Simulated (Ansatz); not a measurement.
## AlAs (F-43m): zone-centre modes under pressure

Wanted: Grüneisen parameters and pressure coefficients of the modes of AlAs (F-43m).

Program: Ansatz 0.2.0. Level of theory: DFT PBE, scalar-relativistic, plane waves, PAW; PAW set soft_1. Results are calculated unless marked as measured.

Report form: the programs' logs are mostly left out.

**1. The structure**

Symmetry: F-43m, No. 216, cubic system. Conventional cell: a = 5.661 Å, b = 5.661 Å, c = 5.661 Å, α = 90.00°, β = 90.00°, γ = 90.00°. Nearest to Al lie 4 As at 2.45 Å. As has 4 Al at 2.45 Å nearest. Farther neighbours are not listed.

Structure file:

```cif
data_structure
_symmetry_space_group_name_H-M 'P 1'
_symmetry_Int_Tables_number 1
_cell_length_a 4.0028
_cell_length_b 4.0028
_cell_length_c 4.0028
_cell_angle_alpha 60.000
_cell_angle_beta 60.000
_cell_angle_gamma 60.000
_cell_volume 45.35
loop_
_atom_site_label
_atom_site_type_symbol
_atom_site_fract_x
_atom_site_fract_y
_atom_site_fract_z
_atom_site_occupancy
Al1 Al 0.00000 0.00000 0.00000 1
As2 As 0.75000 0.75000 0.75000 1
```

**2. Bringing the structure to rest**

Harmonic phonons are second derivatives at a point where the forces vanish, and they are wanted at zero stress, so atoms and cell are relaxed first.

input.yaml reads:

```yaml
crystal:
  lattice:
    - [0.0, 2.8304, 2.8304]
    - [2.8304, 0.0, 2.8304]
    - [2.8304, 2.8304, 0.0]
  atoms:
    - { symbol: Al, position: [0.0, 0.0, 0.0] }
    - { symbol: As, position: [0.75, 0.75, 0.75] }
kpoints:
  mp_grid: { grid: [8, 8, 8] }
hamiltonian:
  xc: pbe
  pseudopotentials: { kind: paw, azcp: { folder: soft_1 } }
scf:
  occupations: { method: gaussian, width: 0.02 }
output:
  forces: true
  stress: true
  eigenvalues: true
relax:
  adjacent_minimum: "off"
  f_tol: 0.005
  max_steps: 80
  cell: { stress_tol: 0.05 }
```

Launch:

```bash
$ ansatz run input.yaml --threads 4 --pin off --max-ram 10240MiB --backend cpu --events-out ev --progress --plain --runs-dir out
```

It took 2.7 s on 4 threads of Arm Neoverse V1, shared host; peak memory 0.34 GiB.

Step by step:

| step | energy less that of the first step (eV) | largest force component (eV/Å) | pressure (GPa) | volume (Å³) |
| --- | --- | --- | --- | --- |
| 1 | 0.0000 | 0.0000 | 2.57 | 45.35 |
| 2 | -0.0123 | 0.0000 | 0.34 | 46.75 |
| 3 | -0.0125 | 0.0000 | 0.02 | 46.97 |
| 4* | -0.0127 | 0.0000 | 0.03 | 46.97 |

Relaxation steps marked * repeat the geometry before them on a plane-wave basis chosen anew for their cell, so energy and pressure can jump there.

The run keeps the 24 symmetry operations that it works with, so distortions that break them were not tested.

| conventional cell, symmetrised | before | after | change |
| --- | --- | --- | --- |
| a (Å) | 5.661 | 5.727 | +1.2 % |
| b (Å) | 5.661 | 5.727 | +1.2 % |
| c (Å) | 5.661 | 5.727 | +1.2 % |
| volume (Å³/atom) | 22.67 | 23.48 | +3.6 % |

The relaxed structure:

```xyz
2
Lattice="0.0000 2.8637 2.8637 2.8637 0.0000 2.8637 2.8637 2.8637 0.0000" Properties=species:S:1:pos:R:3 pbc="T T T"
Al    0.0000    0.0000    0.0000
As    4.2955    4.2955    4.2955
```

This step gave:

| Item | Value |
| --- | --- |
| pressure | 0.02631 GPa |
| gap on the k-mesh | 1.503 eV |
| volume per atom | 23.48 Å³ |

In this step the volume went from 22.67 to 23.48 Å³/atom.

**3. Tight relaxation**

A first tight relaxation and response on 8×8×8 k points, not shown, drew a warning on the mesh, so the tight relaxation is repeated on 12×12×12 points.

input.yaml, the sections that differ from step 2:

```yaml
crystal:
  lattice:
    - [0.0, 2.8640192811, 2.8640192811]
    - [2.8640192811, 0.0, 2.8640192811]
    - [2.8640192811, 2.8640192811, 0.0]
  atoms:
    - { symbol: Al, position: [0.0, 0.0, 0.0] }
    - { symbol: As, position: [0.75, 0.75, 0.75] }
kpoints:
  mp_grid: { grid: [12, 12, 12] }
scf:
  occupations: { method: fixed }
relax:
  adjacent_minimum: "off"
  f_tol: 0.001
  max_steps: 60
  cell: { stress_tol: 0.01 }
# hamiltonian, output: as in step 2
```

Elapsed: 2.9 s, on 4 threads; peak memory 0.38 GiB; 11 s of CPU time.

Little changed from the start: no atom moved by 0.005 Å and no cell edge by 0.1 %.

This step gave:

```yaml
pressure: 0.006168 GPa
gap_on_the_k_mesh: 1.505 eV
volume_per_atom: 23.49 Å³
```

The forces vanish by symmetry and the pressure is 0.006 GPa, within the tolerances set. The cell now holds 23.49 Å³/atom.

**4. Modes at rest**

The modes at rest are the reference of the series, and the response to a field gives the dielectric tensor and the Born charges.

input.yaml, the sections that differ from step 3:

```yaml
output:
  eigenvalues: true
phonons:
  method: dfpt
  dielectric: true
  rigid_motions: translations
  raman: true
# crystal, kpoints, hamiltonian, scf: as in step 3
# relax: removed
```

Run time: 2.2 min. Hardware: 4 threads; peak memory 1.4 GiB.

Numbers from this step:

* sum-rule residual before enforcement: 1.20e-4 eV/Å²
* miss of the charge sum rule: 1.21e-4 e
* estimated error of the dielectric tensor: 0.02769
* estimated error of the Born charges: 0.01574 e
* point group: -43m
* highest optical mode at the zone centre (no LO-TO term): 345.4 cm⁻¹
* lowest optical zone-centre mode: 345.4 cm⁻¹
* mean high-frequency dielectric constant: 9.493
* largest Born charge (third of the trace): 2.162 e
* mean static dielectric constant: 11.56
* top of the zone-centre spectrum with the field: 381.2 cm⁻¹

Without the LO-TO term. Patterns of degenerate modes are one choice out of their space. The modes at Γ (shares of kinetic energy by element, %):

| mode | frequency (cm⁻¹) | symmetry | Al % | As % |
| --- | --- | --- | --- | --- |
| 1 | 0.0 | acoustic | 26 | 74 |
| 2 | 0.0 | acoustic | 26 | 74 |
| 3 | 0.0 | acoustic | 26 | 74 |
| 4 | 345.4 | T2 | 74 | 26 |
| 5 | 345.4 | T2 | 74 | 26 |
| 6 | 345.4 | T2 | 74 | 26 |

Displacements in mode 4 (345.4 cm⁻¹), the largest set to 1:
```
Al1  0.00  0.00  1.00
As2  0.00  0.00 -0.36
```

Optical modes at the zone centre, without and with the macroscopic field of the longitudinal modes; each column is sorted by frequency, so a row need not hold one and the same mode. Modes with and without the field, by row:

| rank among optical modes | no field (cm⁻¹) | q along (1, 0, 0) (cm⁻¹) |
| --- | --- | --- |
| 1 | 345.4 | 345.4 |
| 2 | 345.4 | 345.4 |
| 3 | 345.4 | 381.2 |

Born charge (rows field, columns displacement) (e), principal values of the symmetric part by kind of site:

| atom | atoms with these values | low | middle | high | mean |
| --- | --- | --- | --- | --- | --- |
| Al1 | 1 | 2.16 | 2.16 | 2.16 | 2.16 |
| As2 | 1 | -2.16 | -2.16 | -2.16 | -2.16 |

In full for As2:

```
-2.16  0.00  0.00
 0.00 -2.16  0.00
 0.00  0.00 -2.16
```

High-frequency dielectric tensor:

```
9.49 0.00 0.00
0.00 9.49 0.00
0.00 0.00 9.49
```

Static dielectric tensor (ions relaxed, fixed cell):

```
11.56  0.00  0.00
 0.00 11.56  0.00
 0.00  0.00 11.56
```

Transverse modes. Infrared lines, with heights relative to the strongest:

| position (cm⁻¹) | label | relative intensity |
| --- | --- | --- |
| 345 | T2 | 100 |

Activity x (w_L - w)^4 (n + 1)/w, 532 nm, 300 K; the tensors are static ones, while 532 nm light lies above the computed direct gap, where resonance would change the heights; modes without the macroscopic field alone. Raman lines, with heights relative to the strongest:

| position (cm⁻¹) | label | relative intensity |
| --- | --- | --- |
| 345 | T2 | 100 |

Before it was imposed, the acoustic sum rule was missed by 1.2e-4 eV/Å² and the charge sum rule by 1.2e-4 e. Small misses are needed for a sound result but don't prove that mesh and cutoff are converged. The lowest optical mode is real, 345 cm⁻¹.

The log warns of the k mesh: “the force constants stand on the 12×12×12 k-mesh, whose period is 13.29 times the interband length at k = (0.0000, 0.0000, 0.0000), direct gap 1.779 eV, under 14: take them and everything formed from them as unconverged”. So the frequencies of this run count as unconverged too.

**5. Ground state of a member: 1.06 times the volume at rest**

The cell is set to 1.06 times the volume at rest; symmetry leaves nothing else free, so this is a single point.

input.yaml, the sections that differ from step 4:

```yaml
crystal:
  lattice:
    - [0.0, 2.9201907827, 2.9201907827]
    - [2.9201907827, 0.0, 2.9201907827]
    - [2.9201907827, 2.9201907827, 0.0]
  atoms:
    - { symbol: Al, position: [0.0, 0.0, 0.0] }
    - { symbol: As, position: [0.75, 0.75, 0.75] }
output:
  forces: true
  stress: true
  eigenvalues: true
# kpoints, hamiltonian, scf: as in step 4
# phonons: removed
```

The job ended after 1.2 s (4 threads; peak memory 0.36 GiB).

This step gave:

```yaml
pressure: -3.440 GPa
gap_on_the_k_mesh: 1.337 eV
volume_per_atom: 24.90 Å³
```

The forces vanish by symmetry, at a pressure of -3.44 GPa.

**6. Modes of this member: 1.06 times the volume at rest**

The zone-centre modes follow for 1.06 times the volume at rest, with the response to a field.

input.yaml: that of step 5 with these lines changed.

```diff
@@ -16,4 +16,6 @@
 output:
-  forces: true
-  stress: true
   eigenvalues: true
+phonons:
+  method: dfpt
+  dielectric: true
+  rigid_motions: translations
```

It took 39 s on 4 threads; peak memory 1 GiB; 2.5 min of CPU time.

This step gave:

* sum-rule residual before enforcement: 6.45e-5 eV/Å²
* miss of the charge sum rule: 8.56e-5 e
* estimated error of the dielectric tensor: 0.02827
* highest optical mode at the zone centre (no LO-TO term): 322.9 cm⁻¹
* lowest optical zone-centre mode: 322.9 cm⁻¹
* mean high-frequency dielectric constant: 9.976
* largest Born charge (third of the trace): 2.208 e
* mean static dielectric constant: 12.31
* top of the zone-centre spectrum with the field: 358.6 cm⁻¹

Without the LO-TO term. Patterns of degenerate modes are one choice out of their space. The modes at Γ (shares of kinetic energy by element, %):

| mode | frequency (cm⁻¹) | symmetry | Al % | As % |
| --- | --- | --- | --- | --- |
| 1 | 0.0 | acoustic | 26 | 74 |
| 2 | 0.0 | acoustic | 26 | 74 |
| 3 | 0.0 | acoustic | 26 | 74 |
| 4 | 322.9 | T2 | 74 | 26 |
| 5 | 322.9 | T2 | 74 | 26 |
| 6 | 322.9 | T2 | 74 | 26 |

Transverse modes. Infrared lines, with heights relative to the strongest:

| position (cm⁻¹) | label | relative intensity |
| --- | --- | --- |
| 323 | T2 | 100 |

The optical mode without the LO-TO term lies at 322.9 cm⁻¹.

The log warns of the k mesh: “the force constants stand on the 12×12×12 k-mesh, whose period is 12.05 times the interband length at k = (0.0000, 0.0000, 0.0000), direct gap 1.337 eV, under 14: take them and everything formed from them as unconverged”. So the frequencies of this run count as unconverged too.

**7. Ground state of a member: 0.9 times the volume at rest**

The cell is set to 0.9 times the volume at rest; symmetry leaves nothing else free, so this is a single point.

input.yaml, the sections that differ from step 6:

```yaml
crystal:
  lattice:
    - [0.0, 2.7651802132, 2.7651802132]
    - [2.7651802132, 0.0, 2.7651802132]
    - [2.7651802132, 2.7651802132, 0.0]
  atoms:
    - { symbol: Al, position: [0.0, 0.0, 0.0] }
    - { symbol: As, position: [0.75, 0.75, 0.75] }
output:
  forces: true
  stress: true
  eigenvalues: true
# kpoints, hamiltonian, scf: as in step 6
# phonons: removed
```

It took 1.1 s on 4 threads; peak memory 0.34 GiB.

Numbers from this step:

```
pressure          : 8.869 GPa
gap on the k-mesh : 1.317 eV
volume per atom   : 21.14 Å³
```

The forces vanish by symmetry, at a pressure of 8.87 GPa.

**8. Modes of this member: 0.9 times the volume at rest**

The zone-centre modes follow for 0.9 times the volume at rest, with the response to a field.

input.yaml: that of step 7 with these lines changed.

```diff
@@ -16,4 +16,6 @@
 output:
-  forces: true
-  stress: true
   eigenvalues: true
+phonons:
+  method: dfpt
+  dielectric: true
+  rigid_motions: translations
```

The job ended after 34 s (4 threads; peak memory 0.81 GiB; 2.2 min of CPU time).

This step gave:

```
sum-rule residual before enforcement                    : 5.96e-5 eV/Å²
miss of the charge sum rule                             : 4.06e-5 e
estimated error of the dielectric tensor                : 0.02499
estimated error of the Born charges                     : 0.01566 e
highest optical mode at the zone centre (no LO-TO term) : 389.4 cm⁻¹
lowest optical zone-centre mode                         : 389.4 cm⁻¹
mean high-frequency dielectric constant                 : 8.979
largest Born charge (third of the trace)                : 2.089 e
mean static dielectric constant                         : 10.67
top of the zone-centre spectrum with the field          : 424.4 cm⁻¹
```

Without the LO-TO term. Patterns of degenerate modes are one choice out of their space. Modes at Γ, with each element's share of the kinetic energy:

| mode | frequency (cm⁻¹) | symmetry | Al % | As % |
| --- | --- | --- | --- | --- |
| 1 | 0.0 | acoustic | 26 | 74 |
| 2 | 0.0 | acoustic | 26 | 74 |
| 3 | 0.0 | acoustic | 26 | 74 |
| 4 | 389.4 | T2 | 74 | 26 |
| 5 | 389.4 | T2 | 74 | 26 |
| 6 | 389.4 | T2 | 74 | 26 |

Transverse modes. Infrared lines, with heights relative to the strongest:

| position (cm⁻¹) | label | relative intensity |
| --- | --- | --- |
| 389 | T2 | 100 |

The optical mode without the LO-TO term lies at 389.4 cm⁻¹.

For the mean high-frequency dielectric constant, step 4 gave 9.49; this run, with volume ratio 0.9, gives 8.98 (-5 %).

**9. All members side by side**

The members are set side by side, also those not shown above.

Each row is one cell with its response, relaxed at fixed volume as far as symmetry leaves anything free; energies are extrapolated to zero smearing, and E0 is that at rest; shape and atoms are relaxed in each cell where symmetry leaves them free. State of the crystal along the series:

| volume ratio | V (Å³/atom) | pressure (GPa) | E - E0 (meV/atom) | gap on mesh (eV) | ε∞ | ε0 | largest Born charge in size, a third of the trace (e) | top mode with the field, highest of q along x, y and z (cm⁻¹) |
| --- | --- | --- | --- | --- | --- | --- | --- | --- |
| 0.9 | 21.14 | 8.869 | 59.35 | 1.317 | 8.979 | 10.67 | 2.089 | 424.4 |
| 0.92 | 21.61 | 6.702 | 36.58 | 1.36 | 9.057 | 10.82 | 2.103 | 415.1 |
| 0.94 | 22.08 | 4.753 | 19.83 | 1.399 | 9.147 | 10.98 | 2.118 | 406.1 |
| 0.96 | 22.55 | 3 | 8.505 | 1.437 | 9.25 | 11.16 | 2.132 | 397.5 |
| 0.98 | 23.02 | 1.424 | 2.058 | 1.472 | 9.365 | 11.35 | 2.147 | 389.2 |
| 0.99 | 23.26 | 0.6961 | 0.511 | 1.488 | 9.427 | 11.46 | 2.155 | 385.1 |
| 1 | 23.49 | 0.006168 | 0 | 1.505 | 9.493 | 11.56 | 2.162 | 381.2 |
| 1.02 | 23.96 | -1.268 | 1.882 | 1.536 | 9.637 | 11.79 | 2.177 | 373.4 |
| 1.04 | 24.43 | -2.413 | 7.31 | 1.479 | 9.798 | 12.04 | 2.193 | 365.9 |
| 1.06 | 24.9 | -3.44 | 15.92 | 1.337 | 9.976 | 12.31 | 2.208 | 358.6 |

Without the LO-TO term; each mode is tracked from rest by its pattern, and modes that stay within 0.3 cm⁻¹ of each other stand once; shape and atoms are relaxed in each cell where symmetry leaves them free. Optical modes along the series:

| V (Å³/atom) | mode 4 T2 (cm⁻¹) |
| --- | --- |
| 21.14 | 389.4 |
| 21.61 | 379.8 |
| 22.08 | 370.7 |
| 22.55 | 361.9 |
| 23.02 | 353.5 |
| 23.26 | 349.4 |
| 23.49 | 345.4 |
| 23.96 | 337.6 |
| 24.43 | 330.1 |
| 24.9 | 322.9 |

From cubic fits (parabolas where under five rows exist) of ln ω and P against ln V through the rows within about 4 % of rest: γ = −d ln ω / d ln V and dω/dP = γ ω / B. Slopes at rest:

| mode | fitted frequency at rest (cm⁻¹) | Grüneisen parameter γ | dω/dP (cm⁻¹/GPa) |
| --- | --- | --- | --- |
| mode 4 T2 | 345.4 | 1.15 | 5.91 |
| longitudinal mode | 381.2 | 1.04 | 5.87 |

**10. Results**

```yaml
members: 10
highest_optical_mode_at_the_zone_centre_no_lo_to_term_at_rest: 345.4 cm⁻¹
bulk_modulus_at_rest: 67.2 GPa
mode_4_t2_gamma: 1.15
longitudinal_mode_gamma: 1.04
```

**Reading.** The series spans -3.4 to 8.9 GPa, and the slope at rest gives a bulk modulus of 67 GPa. The transverse optical mode has γ = 1.15 and moves by 5.9 cm⁻¹ for each GPa, the longitudinal one has γ = 1.04 and moves by 5.9. ε∞ is 9.49 at rest, with d ln ε∞ / d ln V = 0.72. One k mesh and one cutoff serve the ground states and modes of all volumes; the field response picks its own mesh. With the field response the log warns that the k mesh is coarse for the force constants too, so the frequencies are to be taken as unconverged. These are harmonic frequencies at zero temperature: anharmonic shifts, linewidths and thermal expansion are left out. Only the zone centre was solved, so an instability at another wavevector cannot show here.

[Logs are printed without paths, hosts, clocks, repeated set-up lines and the standing remarks that a program may print on its own settings, such as how far it seeks lower states.]

[Hosts, paths, dates, database ids (printed as entryN), source tags and the programs' standing remarks are cut or masked in the printed files.]
